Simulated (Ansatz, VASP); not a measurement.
**Pt in VASP and in Ansatz**

The input INCAR:

```
SYSTEM = Pt
ALGO = Fast
EDIFF = 1E-7
ENCUT = 520
ISIF = 2
ISMEAR = -1
LASPH = .TRUE.
LCHARG = .FALSE.
LREAL = .FALSE.
LWAVE = .FALSE.
NBANDS = 17
NELM = 80
PREC = Accurate
SIGMA = 0.05
```

File KPOINTS:

```
k-points
0
G
  11 11 6
  0 0 0
```

POSCAR

```
Pt
1.0
    2.7233547499      0.0000000000      0.0000000000
   -1.3616773750      2.3584943969      0.0000000000
    0.0000000000      0.0000000000      4.7273674930
Pt
2
Direct
    0.3333333333      0.6666666667      0.2500000000
    0.6666666667      0.3333333333      0.7500000000
```

Contents of input.yaml:

```yaml
crystal:
  lattice:
    - [2.7233547499, 0.0, 0.0]
    - [-1.361677375, 2.3584943969, 0.0]
    - [0.0, 0.0, 4.727367493]
  atoms:
    - { symbol: Pt, position: [0.3333333333, 0.6666666667, 0.25] }
    - { symbol: Pt, position: [0.6666666667, 0.3333333333, 0.75] }
hamiltonian:
  xc: lda
  pseudopotentials: { kind: paw }
kpoints:
  mp_grid: { grid: [11, 11, 6] }
scf:
  occupations: { method: fermi_dirac, width: 0.05 }
output:
  forces: true
  stress: true
  eigenvalues: true
```

This isn't the form of Pt at room conditions, which is fcc.

Alike in both runs: task single point; functional LDA; k mesh 11 × 11 × 6; occupations fermi-dirac, width 0.05 eV; no spin polarisation.

|  | VASP | Ansatz |
| --- | --- | --- |
| version | VASP 6.6.1 | Ansatz 0.2.0 |
| potentials or method | VASP PAW LDA potentials, release 64 (Pt) | Ansatz PAW |
| plane-wave cutoff (eV) | 520 | 420 |
| valence electrons in the cell | 20 | 36 |

|  | VASP | Ansatz | Ansatz less VASP |
| --- | --- | --- | --- |
| gap on the k mesh at the Fermi level (eV) | none | none | - |
| pressure (GPa) | -5.1 | -5.8 | -0.68 |
| largest component of the traceless stress (GPa) | 1.69 | 1.42 | -0.265 |

A gap of «none» marks a metal or a gap that the smearing closes. The two sets of potentials don't hold the same shells in valence.

Caveats: the PAW data sets come from PBE, with cores solved anew for the run's functional, which leaves a small shift of forces and pressure (Ansatz). The runs have no spin-orbit coupling, so splittings on Pt are missing.
